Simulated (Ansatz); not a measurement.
## Mg2Si: pressure against volume scale

All results are calculated (Ansatz 0.2.0). Periodic Kohn-Sham DFT of a crystal at fixed atoms, scaled to volume_scale times the given cell; pressure positive in compression, energy less spherical unpolarised free atoms, largest_vzz the field gradient of largest size among the nuclei.

The cell before it is scaled or strained (space group Fm-3m, No. 225):
```
Mg2Si
1.0
      0.0000     3.1950     3.1950
      3.1950     0.0000     3.1950
      3.1950     3.1950     0.0000
Mg Si
2 1
Direct
  0.25000 0.25000 0.25000
  0.75000 0.75000 0.75000
  0.00000 0.00000 0.00000
```

Settings of every row: method frozen-core PAW; functional PBE; relativity scalar; k mesh 9x9x9; filling fermi-dirac; smearing width 0.05 eV; wave cutoff 420 eV; paw set soft_2.

Atom start moment: 0 on all atoms.

Limits: small gap, it may come from the mesh.

| row | volume scale | V (Å³/atom) | pressure (GPa) |
| --- | --- | --- | --- |
| 1 | 0.94 | 20.439 | 2.986 |
| 2 | 0.96 | 20.873 | ? |
| 3 | 0.98 | 21.308 | 0.455 |
| 4 | 0.99 | 21.526 | -0.101 |
| 5 | 1 | 21.743 | -0.629 |
| 6 | 1.01 | 21.961 | -1.131 |
| 7 | 1.02 | 22.178 | -1.607 |
| 8 | 1.04 | 22.613 | -2.491 |
| 9 | 1.06 | 23.048 | -3.287 |

Question: what pressure should row 2 give?

Worked fit of pressure. Take u = (V_r/V)^(2/3) − 1 with V_r = 21.852 Å³ an atom, which is twice the finite (Eulerian) strain; such expansions in the strain, on which the Birch-Murnaghan equation of state is built, carry the rest volume and the bulk modulus. The shown rows have u = 0.04557, 0.01695, 0.01007, 0.00334, -0.00331, -0.00982, -0.02256, -0.0349. Least squares give pressure = −0.8835 + 75.62 × u + 197.83 × u² + 133 × u³ GPa; a parabola predicts inner rows, each left out in turn, worse (root mean square 0.0022 against 0.001 GPa). The rows lie off it by 0.000, -0.001, 0.001, 0.000, 0.001, 0.000, -0.001, 0.000. The pressure vanishes at u = 0.0113, or V = 21.49 Å³ an atom, and there the bulk modulus at fixed shape and fractions is B = −V dP/dV = (2/3)(1 + u) dP/du = 54 GPa. The withheld row has u = 0.03103, so the fit gives −0.8835 + 75.62 × (0.03103) + 197.83 × (0.03103)² + 133 × (0.03103)³ = 1.657 GPa.

The calculation gave 1.656 GPa. The fit lies 0.001 GPa (0.016 % of the column's range) above it, one unit of the last digit.
